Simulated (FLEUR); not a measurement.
# MnO2: parallel and opposed starts, part 2 of 3

Wanted: the moments of MnO2 and the energy of each order that was tried.

FLEUR MaX-R8.1; PBE with U = 2.4 eV on Mn d; all-electron FLAPW, Dirac cores, scalar-relativistic bands.

So far, largest spin moment in the muffin-tin sphere (μB): step 2 (order 1, typed as ferro ++) 2.87.

## Step 3: Order 2, typed as antiferro +-

Reversing part of the moments tests the sign of the couplings between them.

Contents of inp.xml:

```
<?xml version="1.0" encoding="UTF-8" standalone="no"?>
<fleurInput fleurInputVersion="0.39">
   <comment>
      MnO2
   </comment>
   <calculationSetup>
      <cutoffs Kmax="4.4" Gmax="13.2" GmaxXC="13.2" numbands="0"/>
      <scfLoop itmax="130" minDistance="0.0001" maxIterBroyd="15" imix="Anderson" alpha="0.05" precondParam="0.0" spinf="2.0" sdNocoIR="T"/>
      <coreElectrons ctail="T" frcor="F" kcrel="0" coretail_lmax="0"/>
      <xcFunctional name="pbe" relativisticCorrections="F"/>
      <magnetism jspins="2"/>
      <soc l_soc="F" theta="0.0" phi="0.0" spav="F"/>
      <expertModes spex="0" secvar="F"/>
      <geometryOptimization l_f="F" forcealpha="1.0" forcemix="BFGS" epsdisp="0.00001" epsforce="0.00001"/>
      <ldaU l_linMix="F" mixParam="0.05" spinf="1.0"/>
   </calculationSetup>
   <cell>
      <bzIntegration valenceElectrons="54.0" mode="hist" fermiSmearingEnergy="0.00110248">
         <kPointListSelection listName="default-1"/>
         <xi:include xmlns:xi="http://www.w3.org/2001/XInclude" href="kpts.xml"> </xi:include>
      </bzIntegration>
      <xi:include xmlns:xi="http://www.w3.org/2001/XInclude" href="sym.xml"> </xi:include>
      <bulkLattice scale="1.0">
         <bravaisMatrix>
            <row-1>    8.1836025450739847     0.0000000000000000     0.0000000000000000</row-1>
            <row-2>    0.0000000000000000     8.4325488286325783     0.0000000000000000</row-2>
            <row-3>    0.0000000000000000     0.0000000000000000     5.4092971900214089</row-3>
         </bravaisMatrix>
      </bulkLattice>
   </cell>
   <atomSpecies>
      <species name="Manganese 4.500" element="Mn" atomicNumber="25">
         <mtSphere radius="2.21" gridPoints="731" logIncrement="0.017"/>
         <atomicCutoffs lmax="8" lnonsphr="6"/>
         <electronConfig flipSpins="F">
            <coreConfig>(1s1/2) (2s1/2) (2p1/2) (2p3/2)</coreConfig>
            <valenceConfig>(3s1/2) (3p1/2) (3p3/2) (4s1/2) (3d3/2) (3d5/2)</valenceConfig>
            <stateOccupation state="(3d3/2)" spinUp="1.75" spinDown="0.25"/>
            <stateOccupation state="(3d5/2)" spinUp="3.0" spinDown="0.0"/>
         </electronConfig>
         <energyParameters s="4" p="4" d="3" f="4"/>
         <ldaU l="2" U="2.4" J="0.0" l_amf="F"/>
         <lo type="SCLO" l="0" n="3" eDeriv="0"/>
         <lo type="SCLO" l="1" n="3" eDeriv="0"/>
      </species>
      <species name="Manganese -4.500" element="Mn" atomicNumber="25">
         <mtSphere radius="2.21" gridPoints="731" logIncrement="0.017"/>
         <atomicCutoffs lmax="8" lnonsphr="6"/>
         <electronConfig flipSpins="F">
            <coreConfig>(1s1/2) (2s1/2) (2p1/2) (2p3/2)</coreConfig>
            <valenceConfig>(3s1/2) (3p1/2) (3p3/2) (4s1/2) (3d3/2) (3d5/2)</valenceConfig>
            <stateOccupation state="(3d3/2)" spinUp="0.25" spinDown="1.75"/>
            <stateOccupation state="(3d5/2)" spinUp="0.0" spinDown="3.0"/>
         </electronConfig>
         <energyParameters s="4" p="4" d="3" f="4"/>
         <ldaU l="2" U="2.4" J="0.0" l_amf="F"/>
         <lo type="SCLO" l="0" n="3" eDeriv="0"/>
         <lo type="SCLO" l="1" n="3" eDeriv="0"/>
      </species>
      <species name="Oxygen (O)" element="O" atomicNumber="8">
         <mtSphere radius="1.25" gridPoints="415" logIncrement="0.025"/>
         <atomicCutoffs lmax="6" lnonsphr="4"/>
         <electronConfig flipSpins="F">
            <coreConfig>(1s1/2)</coreConfig>
            <valenceConfig>(2s1/2) (2p1/2) (2p3/2)</valenceConfig>
            <stateOccupation state="(2p1/2)" spinUp="0.666667" spinDown="0.666667"/>
            <stateOccupation state="(2p3/2)" spinUp="1.333333" spinDown="1.333333"/>
         </electronConfig>
         <energyParameters s="2" p="2" d="3" f="4"/>
      </species>
   </atomSpecies>
   <atomGroups>
      <atomGroup species="Manganese 4.500">
         <relPos label="                   1">.0000000000 .0000000000 .0000000000</relPos>
         <force calculate="T" relaxXYZ="TTT"/>
      </atomGroup>
      <atomGroup species="Manganese -4.500">
         <relPos label="                   2">1.000/2.000 1.000/2.000 1.000/2.000</relPos>
         <force calculate="T" relaxXYZ="TTT"/>
      </atomGroup>
      <atomGroup species="Oxygen (O)">
         <relPos label="                   3">-.2139923600 .1770373300 1.000/2.000</relPos>
         <relPos label="                   6">.2139923600 -.1770373300 1.000/2.000</relPos>
         <force calculate="T" relaxXYZ="TTT"/>
      </atomGroup>
      <atomGroup species="Oxygen (O)">
         <relPos label="                   4">-.2860076400 -.3229626700 .0000000000</relPos>
         <relPos label="                   5">.2860076400 .3229626700 .0000000000</relPos>
         <force calculate="T" relaxXYZ="TTT"/>
      </atomGroup>
   </atomGroups>
   <output dos="F" band="F" slice="F">
      <bandDOS minEnergy="-.5*Htr" maxEnergy="0.5*Htr" sigma="0.015" storeEVData="T"/>
      <plotting iplot="0" polar="F">
         <plot TwoD="T" vec1="  1.0  0.0  0.0" vec2="  0.0  1.0  0.0" vec3="  0.0  0.0  1.0" zero="  0.0  0.0  0.0" file="plot"/>
      </plotting>
      <moessbauerParams electricFieldGradient="F" isomerShift="F" coreHyperfine="F" valenceHyperfine="F"/>
   </output>
</fleurInput>
```

Contents of crystal.txt:

```
MnO2
&input film=F cartesian=F /
4.33057597000  0.00000000000  0.00000000000
0.00000000000  4.46231267000  0.00000000000
0.00000000000  0.00000000000  2.86247680000
1.8897261246
1.0 1.0 1.0

6
25 0.00000000000  0.00000000000  0.00000000000 : 4.500
25 0.50000000000  0.50000000000  0.50000000000 : -4.500
8 0.78600764000  0.17703733000  0.50000000000
8 0.71399236000  0.67703733000  0.00000000000
8 0.28600764000  0.32296267000  0.00000000000
8 0.21399236000  0.82296267000  0.50000000000

&kpt div1=8 div2=8 div3=8 gamma=T /
```

Started as:

```sh
> OMP_NUM_THREADS=1 inpgen -f crystal.txt > inpgen.log  # inp.xml is then edited as shown
> OMP_NUM_THREADS=1 mpirun -n 4 fleur_MPI > fleur.log
```

The log of the run:

```text
[banner, memory and clock lines left out]
Welcome to FLEUR        (www.flapw.de)
      MaX-Release 8.1          (www.max-centre.eu)

 ========== k-point set info ==========
 Selected k-point list: default-1
 k-point list type: mesh
 0 x 0 x 0
 Number of k points: 172

 ------------Calculation Setup---------------------------
 Number of PE/node        :            4
 Number of OMP-threads    :            1
 k-points in parallel     :            4
 pe's per k-point         :            1
 No of k-point loops      :           43
 Eigenvalue solver        :       lapack
 Number of basis functions:          588
 Approximate size of matrices (H+S) per k-point:         0.005 GB
 no density matrix found ... skipping LDA+U
 Reset of history
 Iteration:     1   Distance:      43.87791871 me/bohr^3
 Iteration:     2   Distance:      38.20588311 me/bohr^3
 Iteration:     3   Distance:      31.49266672 me/bohr^3
 Iteration:     4   Distance:      20.84768646 me/bohr^3
 Iteration:     5   Distance:      19.86734919 me/bohr^3
 Iteration:     6   Distance:       5.14785223 me/bohr^3
 Iteration:     7   Distance:       9.07671644 me/bohr^3
 Iteration:     8   Distance:       9.53837626 me/bohr^3
 Iteration:     9   Distance:       1.97269137 me/bohr^3
 Iteration:    10   Distance:       1.43745168 me/bohr^3
 Iteration:    11   Distance:       1.33305565 me/bohr^3
 Iteration:    12   Distance:       0.40633466 me/bohr^3
 Iteration:    13   Distance:       0.27566701 me/bohr^3
 Iteration:    14   Distance:       0.02067577 me/bohr^3
 Iteration:    15   Distance:       0.02093628 me/bohr^3
 Iteration:    16   Distance:       0.00883489 me/bohr^3
 Iteration:    17   Distance:       0.00852912 me/bohr^3
 Iteration:    18   Distance:       0.00623912 me/bohr^3
 Iteration:    19   Distance:       0.00407342 me/bohr^3
 Iteration:    20   Distance:       0.00175975 me/bohr^3
 Iteration:    21   Distance:       0.00094339 me/bohr^3
 Iteration:    22   Distance:       0.00077260 me/bohr^3
 Iteration:    23   Distance:       0.00062397 me/bohr^3
 Iteration:    24   Distance:       0.00020064 me/bohr^3
 Iteration:    25   Distance:       0.00003508 me/bohr^3

 ********************************************************************
 Run finished successfully
 Stop message:
   all done
 ********************************************************************

--- out.xml (last complete iteration) ---
<iteration numberForCurrentRun="   25" overallNumber="   25">
         [... left out ...]
         <bandgap value="0.4216154500" units="eV"/>
         <sumValenceSingleParticleEnergies value="-28.7873392050" units="Htr"/>
         <FermiEnergy value="0.2665931151" units="Htr"/>
         <valenceDensity>
            <mtCharges spin="1">
               <mtCharge atomType="1" total="8.1702689" s="1.1549533" p="3.2191090" d="3.7105706" f="0.0628667"/>
               <mtCharge atomType="2" total="5.4141607" s="1.1399482" p="3.2035656" d="0.9835144" f="0.0627478"/>
               <mtCharge atomType="3" total="1.9668348" s="0.6136438" p="1.3503969" d="0.0023990" f="0.0003380"/>
               <mtCharge atomType="4" total="1.9375992" s="0.6125138" p="1.3228927" d="0.0018861" f="0.0002613"/>
            </mtCharges>
            <mtCharges spin="2">
               <mtCharge atomType="1" total="5.4141588" s="1.1399483" p="3.2035655" d="0.9835129" f="0.0627476"/>
               <mtCharge atomType="2" total="8.1702665" s="1.1549532" p="3.2191091" d="3.7105680" f="0.0628668"/>
               <mtCharge atomType="3" total="1.9376001" s="0.6125138" p="1.3228937" d="0.0018861" f="0.0002613"/>
               <mtCharge atomType="4" total="1.9668357" s="0.6136440" p="1.3503976" d="0.0023990" f="0.0003380"/>
            </mtCharges>
            <spinDependentCharge spin="1" total="27.0000000" interstitial="5.6067025" mtSpheres="21.3932975"/>
            <spinDependentCharge spin="2" total="27.0000000" interstitial="5.6067032" mtSpheres="21.3932968"/>
            <totalCharge value="54.0000000000"/>
         </valenceDensity>
         [... left out ...]
         <magneticMomentsInMTSpheres units="muBohr">
            <globalMagMoment atomType="1" vec="0.00000   0.00000   2.75611"/>
            <localMagMoment atomType="1" vec="0.00000   0.00000   2.75611"/>
            <globalMagMoment atomType="2" vec="0.00000   0.00000  -2.75611"/>
            <localMagMoment atomType="2" vec="0.00000   0.00000  -2.75611"/>
            <globalMagMoment atomType="3" vec="0.00000   0.00000   0.02923"/>
            <localMagMoment atomType="3" vec="0.00000   0.00000   0.02923"/>
            <globalMagMoment atomType="4" vec="0.00000   0.00000  -0.02924"/>
            <localMagMoment atomType="4" vec="0.00000   0.00000  -0.02924"/>
         </magneticMomentsInMTSpheres>
         [... left out ...]
         <totalEnergy value="    -2618.1589425406" units="Htr">
            <sumOfEigenvalues value="    -1498.8021011469">
               <coreElectrons value="-1470.0147619419"/>
               <valenceElectrons value="-28.7873392050"/>
            </sumOfEigenvalues>
            <densityCoulombPotentialIntegral value="-3965.4415646545"/>
            <densityEffectivePotentialIntegral value="-4144.9901063931"/>
            <chargeDenXCDenIntegral value="-138.6717166198"/>
            <FockExchangeEnergyValence value="0.0000000000"/>
            <FockExchangeEnergyCore value="0.0000000000"/>
         [... left out ...]
            <dftUCorrection value="-0.2910003956"/>
            <tkbTimesEntropy value="0.0000001135"/>
            <freeEnergy value="-2618.1589426541"/>
            <extrapolationTo0K value="-2618.1589425974"/>
         </totalEnergy>
         [... left out ...]
         <ldaUDensityMatrixConvergence>
            <distance spin="1" distance="0.000002"/>
            <distance spin="2" distance="0.000002"/>
         </ldaUDensityMatrixConvergence>
         <densityConvergence units="me/bohr^3">
            <chargeDensity spin="1" distance="0.0000221972"/>
            <chargeDensity spin="2" distance="0.0000225770"/>
            <overallChargeDensity distance="0.0000350791"/>
            <spinDensity distance="0.0000278267"/>
         </densityConvergence>
      </iteration>
```

Wall time 2.7 min (4 MPI ranks of Intel Xeon 6975P-C (Granite Rapids), shared host); peak memory 0.43 GiB.

Spin moment in the muffin-tin sphere by atom:

```tsv
atom	spin moment in the muffin-tin sphere (μB)
Mn1	2.76
Mn2	-2.76
O3	0.03
O4	-0.03
O5	-0.03
O6	0.03
```

This step gave:

```
free energy                                                       : -71243.7342 eV
program's band gap on this mesh (in a metal only a level spacing) : 0.4216 eV
magnetization                                                     : 0 μB
final state                                                       : antiferromagnetic
```

It lies 48.0 meV a seeded atom under the first start, and its largest moment is 2.76 μB against 2.87 μB.

## Step 4: Run 3 (no spin polarisation)

A spinless run shows what the cell costs with no moments; under a U that can hold a penalty on part-filled orbitals beside the lost exchange.

inp.xml: that of step 3 with these lines changed.

```diff
@@ -10,3 +10,3 @@
       <xcFunctional name="pbe" relativisticCorrections="F"/>
-      <magnetism jspins="2"/>
+      <magnetism jspins="1"/>
       <soc l_soc="F" theta="0.0" phi="0.0" spav="F"/>
@@ -31,3 +31,3 @@
    <atomSpecies>
-      <species name="Manganese 4.500" element="Mn" atomicNumber="25">
+      <species name="Manganese (Mn)" element="Mn" atomicNumber="25">
          <mtSphere radius="2.21" gridPoints="731" logIncrement="0.017"/>
@@ -37,18 +37,4 @@
             <valenceConfig>(3s1/2) (3p1/2) (3p3/2) (4s1/2) (3d3/2) (3d5/2)</valenceConfig>
-            <stateOccupation state="(3d3/2)" spinUp="1.75" spinDown="0.25"/>
-            <stateOccupation state="(3d5/2)" spinUp="3.0" spinDown="0.0"/>
-         </electronConfig>
-         <energyParameters s="4" p="4" d="3" f="4"/>
-         <ldaU l="2" U="2.4" J="0.0" l_amf="F"/>
-         <lo type="SCLO" l="0" n="3" eDeriv="0"/>
-         <lo type="SCLO" l="1" n="3" eDeriv="0"/>
-      </species>
-      <species name="Manganese -4.500" element="Mn" atomicNumber="25">
-         <mtSphere radius="2.21" gridPoints="731" logIncrement="0.017"/>
-         <atomicCutoffs lmax="8" lnonsphr="6"/>
-         <electronConfig flipSpins="F">
-            <coreConfig>(1s1/2) (2s1/2) (2p1/2) (2p3/2)</coreConfig>
-            <valenceConfig>(3s1/2) (3p1/2) (3p3/2) (4s1/2) (3d3/2) (3d5/2)</valenceConfig>
-            <stateOccupation state="(3d3/2)" spinUp="0.25" spinDown="1.75"/>
-            <stateOccupation state="(3d5/2)" spinUp="0.0" spinDown="3.0"/>
+            <stateOccupation state="(3d3/2)" spinUp="1.000000" spinDown="1.000000"/>
+            <stateOccupation state="(3d5/2)" spinUp="1.500000" spinDown="1.500000"/>
          </electronConfig>
@@ -72,7 +58,4 @@
    <atomGroups>
-      <atomGroup species="Manganese 4.500">
+      <atomGroup species="Manganese (Mn)">
          <relPos label="                   1">.0000000000 .0000000000 .0000000000</relPos>
-         <force calculate="T" relaxXYZ="TTT"/>
-      </atomGroup>
-      <atomGroup species="Manganese -4.500">
          <relPos label="                   2">1.000/2.000 1.000/2.000 1.000/2.000</relPos>
@@ -82,8 +65,5 @@
          <relPos label="                   3">-.2139923600 .1770373300 1.000/2.000</relPos>
-         <relPos label="                   6">.2139923600 -.1770373300 1.000/2.000</relPos>
-         <force calculate="T" relaxXYZ="TTT"/>
-      </atomGroup>
-      <atomGroup species="Oxygen (O)">
          <relPos label="                   4">-.2860076400 -.3229626700 .0000000000</relPos>
          <relPos label="                   5">.2860076400 .3229626700 .0000000000</relPos>
+         <relPos label="                   6">.2139923600 -.1770373300 1.000/2.000</relPos>
          <force calculate="T" relaxXYZ="TTT"/>
```

crystal.txt: that of step 3 with these lines changed.

```diff
@@ -9,4 +9,4 @@
 6
-25 0.00000000000  0.00000000000  0.00000000000 : 4.500
-25 0.50000000000  0.50000000000  0.50000000000 : -4.500
+25 0.00000000000  0.00000000000  0.00000000000
+25 0.50000000000  0.50000000000  0.50000000000
 8 0.78600764000  0.17703733000  0.50000000000
```

The log of the run:

```text
[banner, memory and clock lines left out]
Welcome to FLEUR        (www.flapw.de)
      MaX-Release 8.1          (www.max-centre.eu)

 ========== k-point set info ==========
 Selected k-point list: default-1
 k-point list type: mesh
 0 x 0 x 0
 Number of k points: 128

 [... set-up left out ...]
 no density matrix found ... skipping LDA+U
 Reset of history
 Iteration:     1   Distance:      39.66369433 me/bohr^3
 Iteration:     2   Distance:      36.69436793 me/bohr^3
 Iteration:     3   Distance:      29.97908762 me/bohr^3
[...]
<sumOfEigenvalues value="    -1497.9913486637">
               <coreElectrons value="-1469.8087034900"/>
               <valenceElectrons value="-28.1826451737"/>
            </sumOfEigenvalues>
         [... left out ...]
            <freeEnergy value="-2618.0265432299"/>
            <extrapolationTo0K value="-2618.0260742615"/>
         </totalEnergy>
         [... left out ...]
         <ldaUDensityMatrixConvergence>
            <distance spin="1" distance="0.000010"/>
         </ldaUDensityMatrixConvergence>
         <densityConvergence units="me/bohr^3">
            <chargeDensity spin="1" distance="0.0000849501"/>
         </densityConvergence>
      </iteration>
```

Run time: 81 s. Hardware: 4 MPI ranks; peak memory 0.29 GiB; 5.4 min of CPU time.

Numbers from this step:

```
free energy                                                       : -71240.1315 eV
program's band gap on this mesh (in a metal only a level spacing) : 0.004166 eV
final state                                                       : non-magnetic (no spin polarisation)
```

It lies 1753 meV a seeded atom over the first start.

## Step 5: Energies of the orders

Free energies are divided by the number of seeded atoms.

Orders:

```tsv
start	final state	typed order kept	energy over the lowest (meV a seeded atom)	largest sphere moment (μB)	net moment (μB a primitive cell)	mesh matched	CPU time (s)
ferro ++	ferromagnetic	yes	48	2.868	6	yes	429.9
antiferro +-	antiferromagnetic	yes	0	2.756	0	yes	656.1
no spin polarisation	non-magnetic	-	1801	0	0	yes	321.6
```

(Part 2 of 3 ends here.)

[Logs and program files are shortened in this print: banners, set-up blocks, solver, clock and traceback lines can be left out without a mark of their own.]

[Logs are printed without paths, hosts, clocks, repeated set-up lines and the standing remarks that a program may print on its own settings, such as how far it seeks lower states.]

[Hosts, paths, dates, database ids (printed as entryN), source tags and the programs' standing remarks are cut or masked in the printed files.]

[Where a cell is said to come from a database of computed structures, the database is the Materials Project.]
